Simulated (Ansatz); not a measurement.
# Polar GaN (0001) films against thickness, part 2 of 3

What happens to a polar GaN (0001) film as it grows?

Ansatz 0.2.0; plane-wave DFT, LDA, Ansatz PAW.

So far. Step 6 (Before relaxing, 4 atoms, units 2): The vacuum levels of the two faces differ by 4.14 eV, and there is no gap. Step 7 (Relaxation, 6 atoms, units 3): The gap is 2.42 eV, with the valence edge 5.59 eV and the conduction edge 3.17 eV under the upper vacuum level.

### 8. The relaxed film, single point, 6 atoms, units 3

input.yaml reads:

```yaml
crystal:
  lattice:
    - [3.1900000011, 0.0, 0.0]
    - [-1.5950000006, 2.762621039, 0.0]
    - [0.0, 0.0, 23.82837]
  atoms:
    - { symbol: "N", position: [0.6666666667, 0.3333333333, 0.3979678785] }
    - { symbol: Ga, position: [0.3333333333, 0.6666666667, 0.3998884467] }
    - { symbol: "N", position: [0.3333333333, 0.6666666667, 0.4999979107] }
    - { symbol: Ga, position: [0.6666666667, 0.3333333333, 0.5000233172] }
    - { symbol: "N", position: [0.6666666667, 0.3333333333, 0.6020048161] }
    - { symbol: Ga, position: [0.3333333333, 0.6666666667, 0.6001176308] }
kpoints:
  mp_grid: { grid: [12, 12, 1] }
hamiltonian:
  xc: lda
scf:
  occupations: { method: fermi_dirac, width: 0.03 }
  convergence: { dr2_threshold: 1.0e-09 }
efield:
  axis: 3
  dipole_correction: true
  ramp_position: 0.97
  ramp_width: 0.06
output:
  eigenvalues: true
  dos: { projected: true, e_range: [-7, 7] }
  write_potential: true
  write_density: true
  volumetric_format: npy
```

The run is started by

```sh
> ansatz run input.yaml --threads 4 --pin off --max-ram 12288MiB --backend cpu --events-out ev --progress --plain --runs-dir out
```

Run time: 4.2 s. Hardware: 4 threads of Arm Neoverse V2, shared host; peak memory 0.51 GiB; 16 s of CPU time.

The density of states has structure finer than the step of the table below, so its rows give means over 0.25 eV, whole bins alone (the curve runs from -7 to 1.98 eV). Peaks (eV: height): -4.720: 4.20, -4.120: 4.55, -3.670: 5.76, -2.860: 5.05, -2.440: 7.14, -1.840: 4.56, -1.280: 7.36.

Table of density of states by energy, zero at the Fermi level of the run, which the smearing sets inside the gap; means over each step:

energy (eV), density of states (states/eV a cell) and a bar:
```
    -6.75       1.70 #############
    -6.50       2.02 ################
    -6.25       2.25 #################
    -6.00       2.03 ################
    -5.75       1.33 ##########
    -5.50       1.39 ###########
    -5.25       1.39 ###########
    -5.00       1.96 ###############
    -4.75       3.42 ##########################
    -4.50       3.23 #########################
    -4.25       3.05 ########################
    -4.00       2.95 #######################
    -3.75       2.95 #######################
    -3.50       3.89 ##############################
    -3.25       3.16 ########################
    -3.00       2.74 #####################
    -2.75       2.60 ####################
    -2.50       2.65 ####################
    -2.25       2.25 #################
    -2.00       3.17 ########################
    -1.75       3.87 ##############################
    -1.50       3.67 ############################
    -1.25       2.60 ####################
    -1.00       0.00 
    -0.75       0.00 
    -0.50       0.00 
    -0.25       0.00 
     0.00       0.00 
     0.25       0.00 
     0.50       0.00 
     0.75       0.00 
     1.00       0.00 
     1.25       0.03 
     1.50       0.13 #
     1.75       0.15 #
```

The vacuum levels of the two faces differ by 0.01 eV, and the gap is 2.42 eV. Cations and anions have moved into nearly the same planes, so this film is no longer polar.

### 9. Before relaxing, 6 atoms, units 3

input.yaml, the sections that differ from step 8:

```yaml
crystal:
  lattice:
    - [3.19, 0.0, 0.0]
    - [-1.595, 2.76262104, 0.0]
    - [0.0, 0.0, 23.82837]
  atoms:
    - { symbol: "N", position: [0.66666667, 0.33333333, 0.3777010345] }
    - { symbol: Ga, position: [0.33333333, 0.66666667, 0.4044913689] }
    - { symbol: "N", position: [0.33333333, 0.66666667, 0.4866048328] }
    - { symbol: Ga, position: [0.66666667, 0.33333333, 0.5133951672] }
    - { symbol: "N", position: [0.66666667, 0.33333333, 0.5955086311] }
    - { symbol: Ga, position: [0.33333333, 0.66666667, 0.6222989655] }
output:
  write_potential: true
  write_density: true
  volumetric_format: npy
# kpoints, hamiltonian, scf, efield: as in step 8
```

Run time: 5.5 s. Hardware: 4 threads; peak memory 0.52 GiB; 21 s of CPU time.

Numbers from this step:

```yaml
energy_at_zero_smearing: -12242.5303 eV
work_function_upper_face: 4.115 eV
work_function_lower_face: 7.898 eV
dipole_along_the_normal: 0.1842 e·Å
step_between_the_vacuum_levels: -3.782 eV
```

The vacuum levels of the two faces differ by 3.78 eV, and there is no gap.

### 10. Relaxation, 8 atoms, units 4

System of this step: GaN (0001), 4 units. The cell holds 8 atoms: 4 N and 4 Ga. Its edges and angles: a = 3.190 Å, b = 3.190 Å, c = 26.423 Å, α = 90.0°, β = 90.0°, γ = 120.0°. It derives from GaN (wurtzite GaN). Vacuum lies along c.

input.yaml, the sections that differ from step 9:

```yaml
crystal:
  lattice:
    - [3.19, 0.0, 0.0]
    - [-1.595, 2.76262104, 0.0]
    - [0.0, 0.0, 26.42337]
  atoms:
    - { symbol: "N", position: [0.66666667, 0.33333333, 0.3406075758] }
    - { symbol: Ga, position: [0.33333333, 0.66666667, 0.3647668711] }
    - { symbol: "N", position: [0.33333333, 0.66666667, 0.4388160935] }
    - { symbol: Ga, position: [0.66666667, 0.33333333, 0.4629753888] }
    - { symbol: "N", position: [0.66666667, 0.33333333, 0.5370246112] }
    - { symbol: Ga, position: [0.33333333, 0.66666667, 0.5611839065] }
    - { symbol: "N", position: [0.33333333, 0.66666667, 0.6352331289] }
    - { symbol: Ga, position: [0.66666667, 0.33333333, 0.6593924242] }
relax:
  f_tol: 0.01
  max_steps: 100
# kpoints, hamiltonian, scf, efield, output: as in step 9
```

The job ended after 51 s (4 threads; peak memory 0.61 GiB; 3.3 min of CPU time).

The steps of the relaxation:

| step | energy less that of the first step (eV) | largest force component (eV/Å) |
| --- | --- | --- |
| 1 | 0.0000 | 2.0023 |
| 2 | -0.2774 | 1.6058 |
| 3 | -0.5699 | 0.5674 |
| 4 | -0.6794 | 0.4805 |
| 5 | -0.9796 | 0.9082 |
| 6 | -1.2634 | 0.7317 |
| 7 | -1.3231 | 0.1771 |
| 8 | -1.3271 | 0.0575 |
| 9 | -1.3274 | 0.0121 |
| 10 | -1.3274 | 0.0011 |

The run keeps the 6 symmetry operations that it works with, so distortions that break them were not tested.

The atoms that moved most (Å):

| atom | dx | dy | dz | length |
| --- | --- | --- | --- | --- |
| Ga8 | 0.000 | 0.000 | -0.606 | 0.606 |
| N1 | 0.000 | 0.000 | 0.558 | 0.558 |
| N3 | 0.000 | 0.000 | 0.395 | 0.395 |
| Ga6 | 0.000 | 0.000 | -0.378 | 0.378 |
| Ga4 | 0.000 | 0.000 | -0.260 | 0.260 |
| N5 | 0.000 | 0.000 | 0.243 | 0.243 |
| N7 | 0.000 | 0.000 | 0.081 | 0.081 |
| Ga2 | 0.000 | 0.000 | -0.033 | 0.033 |

The relaxed structure:

```xyz
8
Lattice="3.1900 0.0000 0.0000 -1.5950 2.7626 0.0000 0.0000 0.0000 26.4234" Properties=species:S:1:pos:R:3
N     1.5950    0.9209    9.5576
Ga    0.0000    1.8417    9.6058
N     0.0000    1.8417   11.9901
Ga    1.5950    0.9209   11.9733
N     1.5950    0.9209   14.4333
Ga    0.0000    1.8417   14.4500
N     0.0000    1.8417   16.8658
Ga    1.5950    0.9209   16.8175
```

The relaxation took 10 steps and lowered the energy by 1.3 eV; the largest force on the free atoms ends at 0.0011 eV/Å.

The gap is 2.34 eV, with the valence edge 5.50 eV and the conduction edge 3.16 eV under the upper vacuum level.

### 11. The relaxed film, single point, 8 atoms, units 4

input.yaml, the sections that differ from step 10:

```yaml
crystal:
  lattice:
    - [3.1900000011, 0.0, 0.0]
    - [-1.5950000006, 2.762621039, 0.0]
    - [0.0, 0.0, 26.42337]
  atoms:
    - { symbol: "N", position: [0.6666666667, 0.3333333333, 0.3617104655] }
    - { symbol: Ga, position: [0.3333333333, 0.6666666667, 0.3635360208] }
    - { symbol: "N", position: [0.3333333333, 0.6666666667, 0.4537697482] }
    - { symbol: Ga, position: [0.6666666667, 0.3333333333, 0.4531320355] }
    - { symbol: "N", position: [0.6666666667, 0.3333333333, 0.5462324133] }
    - { symbol: Ga, position: [0.3333333333, 0.6666666667, 0.546862612] }
    - { symbol: "N", position: [0.3333333333, 0.6666666667, 0.6382918807] }
    - { symbol: Ga, position: [0.6666666667, 0.3333333333, 0.6364648241] }
output:
  eigenvalues: true
  dos: { projected: true, e_range: [-7, 7] }
  write_potential: true
  write_density: true
  volumetric_format: npy
# kpoints, hamiltonian, scf, efield: as in step 10
# relax: removed
```

Elapsed: 6.2 s, on 4 threads; peak memory 0.64 GiB; 24 s of CPU time.

The density of states has structure finer than the step of the table below, so its rows give means over 0.25 eV, whole bins alone (the curve runs from -7 to 1.98 eV). Peaks (eV: height): -5.180: 5.78, -4.020: 11.4, -3.700: 5.45, -2.930: 4.96, -2.050: 12.8, -1.460: 9.20, -1.250: 6.53.

The density of states by energy, zero at the Fermi level of the run, which the smearing sets inside the gap; means over each step:

```
energy (eV)  density of states (states/eV a cell)
      -6.75                                  2.70
      -6.50                                  3.00
      -6.25                                  2.21
      -6.00                                  1.75
      -5.75                                  1.87
      -5.50                                  2.27
      -5.25                                  3.01
      -5.00                                  3.48
      -4.75                                  3.79
      -4.50                                  3.63
      -4.25                                  3.41
      -4.00                                  4.92
      -3.75                                  4.70
      -3.50                                  4.69
      -3.25                                  3.91
      -3.00                                  3.59
      -2.75                                  3.41
      -2.50                                  3.90
      -2.25                                  2.43
      -2.00                                  5.33
      -1.75                                  3.45
      -1.50                                  5.28
      -1.25                                  2.22
      -1.00                                     0
      -0.75                                     0
      -0.50                                     0
      -0.25                                     0
       0.00                                     0
       0.25                                     0
       0.50                                     0
       0.75                                     0
       1.00                                1.4e-4
       1.25                                0.0457
       1.50                                 0.133
       1.75                                 0.147
```

The vacuum levels of the two faces differ by 0.00 eV, and the gap is 2.34 eV. Cations and anions have moved into nearly the same planes, so this film is no longer polar.

### 12. Before relaxing, 8 atoms, units 4

input.yaml, the sections that differ from step 11:

```yaml
crystal:
  lattice:
    - [3.19, 0.0, 0.0]
    - [-1.595, 2.76262104, 0.0]
    - [0.0, 0.0, 26.42337]
  atoms:
    - { symbol: "N", position: [0.66666667, 0.33333333, 0.3406075758] }
    - { symbol: Ga, position: [0.33333333, 0.66666667, 0.3647668711] }
    - { symbol: "N", position: [0.33333333, 0.66666667, 0.4388160935] }
    - { symbol: Ga, position: [0.66666667, 0.33333333, 0.4629753888] }
    - { symbol: "N", position: [0.66666667, 0.33333333, 0.5370246112] }
    - { symbol: Ga, position: [0.33333333, 0.66666667, 0.5611839065] }
    - { symbol: "N", position: [0.33333333, 0.66666667, 0.6352331289] }
    - { symbol: Ga, position: [0.66666667, 0.33333333, 0.6593924242] }
output:
  write_potential: true
  write_density: true
  volumetric_format: npy
# kpoints, hamiltonian, scf, efield: as in step 11
```

Run time: 8.6 s. Hardware: 4 threads; peak memory 0.64 GiB; 33 s of CPU time.

The vacuum levels of the two faces differ by 3.50 eV, and there is no gap.

### 13. Relaxation, 12 atoms, units 6

System of this step: GaN (0001), 6 units. The cell holds 12 atoms: 6 N and 6 Ga. Its edges and angles: a = 3.190 Å, b = 3.190 Å, c = 31.613 Å, α = 90.0°, β = 90.0°, γ = 120.0°. It derives from GaN (wurtzite GaN). Vacuum lies along c.

input.yaml, the sections that differ from step 12:

```yaml
crystal:
  lattice:
    - [3.19, 0.0, 0.0]
    - [-1.595, 2.76262104, 0.0]
    - [0.0, 0.0, 31.61337]
  atoms:
    - { symbol: "N", position: [0.66666667, 0.33333333, 0.284689674] }
    - { symbol: Ga, position: [0.33333333, 0.66666667, 0.3048827126] }
    - { symbol: "N", position: [0.33333333, 0.66666667, 0.3667751967] }
    - { symbol: Ga, position: [0.66666667, 0.33333333, 0.3869682353] }
    - { symbol: "N", position: [0.66666667, 0.33333333, 0.4488607194] }
    - { symbol: Ga, position: [0.33333333, 0.66666667, 0.469053758] }
    - { symbol: "N", position: [0.33333333, 0.66666667, 0.530946242] }
    - { symbol: Ga, position: [0.66666667, 0.33333333, 0.5511392806] }
    - { symbol: "N", position: [0.66666667, 0.33333333, 0.6130317647] }
    - { symbol: Ga, position: [0.33333333, 0.66666667, 0.6332248033] }
    - { symbol: "N", position: [0.33333333, 0.66666667, 0.6951172874] }
    - { symbol: Ga, position: [0.66666667, 0.33333333, 0.715310326] }
relax:
  f_tol: 0.01
  max_steps: 100
# kpoints, hamiltonian, scf, efield, output: as in step 12
```

The job ended after 94 s (4 threads; peak memory 0.8 GiB).

The relaxation took 7 steps and lowered the energy by 0.44 eV; the largest force on the free atoms ends at 0.0030 eV/Å.

The work function of the upper face is 4.16 eV.

### 14. Single point on the relaxed film, 12 atoms, units 6

input.yaml reads:

```yaml
crystal:
  lattice:
    - [3.1900000011, 0.0, 0.0]
    - [-1.5950000006, 2.762621039, 0.0]
    - [0.0, 0.0, 31.61337]
  atoms:
    - { symbol: "N", position: [0.6666666667, 0.3333333333, 0.2967778947] }
    - { symbol: Ga, position: [0.3333333333, 0.6666666667, 0.3061813368] }
    - { symbol: "N", position: [0.3333333333, 0.6666666667, 0.3714783245] }
    - { symbol: Ga, position: [0.6666666667, 0.3333333333, 0.3870768029] }
    - { symbol: "N", position: [0.6666666667, 0.3333333333, 0.4506119921] }
    - { symbol: Ga, position: [0.3333333333, 0.6666666667, 0.4676130164] }
    - { symbol: "N", position: [0.3333333333, 0.6666666667, 0.5308465907] }
    - { symbol: Ga, position: [0.6666666667, 0.3333333333, 0.5479483167] }
    - { symbol: "N", position: [0.6666666667, 0.3333333333, 0.6111589819] }
    - { symbol: Ga, position: [0.3333333333, 0.6666666667, 0.6283376804] }
    - { symbol: "N", position: [0.3333333333, 0.6666666667, 0.6922721958] }
    - { symbol: Ga, position: [0.6666666667, 0.3333333333, 0.7096968672] }
kpoints:
  mp_grid: { grid: [12, 12, 1] }
hamiltonian:
  xc: lda
scf:
  occupations: { method: fermi_dirac, width: 0.03 }
  convergence: { dr2_threshold: 1.0e-09 }
efield:
  axis: 3
  dipole_correction: true
  ramp_position: 0.97
  ramp_width: 0.06
output:
  eigenvalues: true
  dos: { projected: true, e_range: [-7, 7] }
  write_potential: true
  write_density: true
  volumetric_format: npy
```

Elapsed: 18 s, on 4 threads; peak memory 0.89 GiB.

The density of states has structure finer than the step of the table below, so its rows give means over 0.2 eV, whole bins alone (the curve runs from -7 to 1.98 eV). Peaks (eV: height): -5.42: 7.14, -4.33: 8.26, -3.42: 8.96, -3.21: 10.9, -2.51: 11.1, -1.56: 21.8, -0.02: 18.7.

Density of states against energy, zero at the Fermi level; means over each step:

| energy (eV) | density of states (states/eV a cell) |
| --- | --- |
| -6.8 | 3.43 |
| -6.6 | 4.27 |
| -6.4 | 3.59 |
| -6.2 | 2.92 |
| -6.0 | 3.34 |
| -5.8 | 4.08 |
| -5.6 | 4.85 |
| -5.4 | 5.62 |
| -5.2 | 4.60 |
| -5.0 | 3.91 |
| -4.8 | 4.72 |
| -4.6 | 5.05 |
| -4.4 | 5.35 |
| -4.2 | 5.65 |
| -4.0 | 5.92 |
| -3.8 | 5.56 |
| -3.6 | 5.42 |
| -3.4 | 7.18 |
| -3.2 | 7.80 |
| -3.0 | 4.99 |
| -2.8 | 5.02 |
| -2.6 | 6.68 |
| -2.4 | 6.58 |
| -2.2 | 4.08 |
| -2.0 | 3.19 |
| -1.8 | 3.45 |
| -1.6 | 8.47 |
| -1.4 | 4.88 |
| -1.2 | 2.10 |
| -1.0 | 1.31 |
| -0.8 | 1.09 |
| -0.6 | 1.08 |
| -0.4 | 1.19 |
| -0.2 | 2.96 |
| 0.0 | 9.41 |
| 0.2 | 2.44 |
| 0.4 | 1.98 |
| 0.6 | 1.17 |
| 0.8 | 0.639 |
| 1.0 | 0 |
| 1.2 | 0 |
| 1.4 | 0 |
| 1.6 | 0.0298 |
| 1.8 | 0.183 |

The vacuum levels of the two faces differ by 2.36 eV, and there is no gap.

### 15. Relaxation, 16 atoms, units 8

System of this step: GaN (0001), 8 units. The cell holds 16 atoms: 8 N and 8 Ga. Cell: a = 3.190 Å, b = 3.190 Å, c = 36.803 Å, α = 90.0°, β = 90.0°, γ = 120.0°. It derives from GaN (wurtzite GaN). Vacuum lies along c.

input.yaml reads:

```yaml
crystal:
  lattice:
    - [3.19, 0.0, 0.0]
    - [-1.595, 2.76262104, 0.0]
    - [0.0, 0.0, 36.80337]
  atoms:
    - { symbol: "N", position: [0.66666667, 0.33333333, 0.2445428231] }
    - { symbol: Ga, position: [0.33333333, 0.66666667, 0.2618882456] }
    - { symbol: "N", position: [0.33333333, 0.66666667, 0.3150526704] }
    - { symbol: Ga, position: [0.66666667, 0.33333333, 0.3323980929] }
    - { symbol: "N", position: [0.66666667, 0.33333333, 0.3855625178] }
    - { symbol: Ga, position: [0.33333333, 0.66666667, 0.4029079402] }
    - { symbol: "N", position: [0.33333333, 0.66666667, 0.4560723651] }
    - { symbol: Ga, position: [0.66666667, 0.33333333, 0.4734177876] }
    - { symbol: "N", position: [0.66666667, 0.33333333, 0.5265822124] }
    - { symbol: Ga, position: [0.33333333, 0.66666667, 0.5439276349] }
    - { symbol: "N", position: [0.33333333, 0.66666667, 0.5970920598] }
    - { symbol: Ga, position: [0.66666667, 0.33333333, 0.6144374822] }
    - { symbol: "N", position: [0.66666667, 0.33333333, 0.6676019071] }
    - { symbol: Ga, position: [0.33333333, 0.66666667, 0.6849473296] }
    - { symbol: "N", position: [0.33333333, 0.66666667, 0.7381117544] }
    - { symbol: Ga, position: [0.66666667, 0.33333333, 0.7554571769] }
kpoints:
  mp_grid: { grid: [12, 12, 1] }
hamiltonian:
  xc: lda
scf:
  occupations: { method: fermi_dirac, width: 0.03 }
  convergence: { dr2_threshold: 1.0e-09 }
efield:
  axis: 3
  dipole_correction: true
  ramp_position: 0.97
  ramp_width: 0.06
relax:
  f_tol: 0.01
  max_steps: 100
output:
  write_potential: true
  write_density: true
  volumetric_format: npy
```

Run time: 2.8 min. Hardware: 4 threads; peak memory 1.1 GiB; 11 min of CPU time.

Running mean over 2.595 Å of the planar mean; the ramp of the sawtooth is left out. Table of electron's electrostatic potential energy less the Fermi level by z:

z (Å), electron's electrostatic potential energy less the Fermi level (eV) and a bar from the least value:
```
        4       6.52 ##############################
        5       6.52 ##############################
        6       6.51 ##############################
        7       6.39 ##############################
        8       3.64 #######################
        9      -2.27 ##########
       10      -3.95 ######
       11      -4.56 ####
       12      -4.31 #####
       13      -4.86 ####
       14      -4.75 ####
       15      -4.84 ####
       16      -5.16 ###
       17      -5.12 ###
       18      -5.46 ##
       19      -5.51 ##
       20      -5.54 ##
       21      -5.90 #
       22      -5.85 #
       23      -6.13 #
       24      -6.23 #
       25      -6.24 #
       26      -6.48 
       27      -6.45 
       28      -5.42 ##
       29       0.41 ################
       30       3.69 #######################
       31       4.25 #########################
       32       4.33 #########################
       33       4.33 #########################
```

The relaxation took 7 steps and lowered the energy by 0.41 eV; the largest force on the free atoms ends at 0.0018 eV/Å.

The work function of the upper face is 4.33 eV.

(Part 2 of 3 ends here.)

[Logs are printed without paths, hosts, clocks, repeated set-up lines and the standing remarks that a program may print on its own settings, such as how far it seeks lower states.]

[Hosts, paths, dates, database ids (printed as entryN), source tags and the programs' standing remarks are cut or masked in the printed files.]

[Maps of the electrostatic potential energy from Ansatz leave out the sawtooth potential of an applied field or a dipole correction, so their vacuum need not be flat; planar profiles and work functions include it.]

[The density of states shown here was stored with 400 of the rows of the run's finer table, so its peaks can read low, often by over a quarter, or be missed, and its means over a window can be off by a tenth or more.]
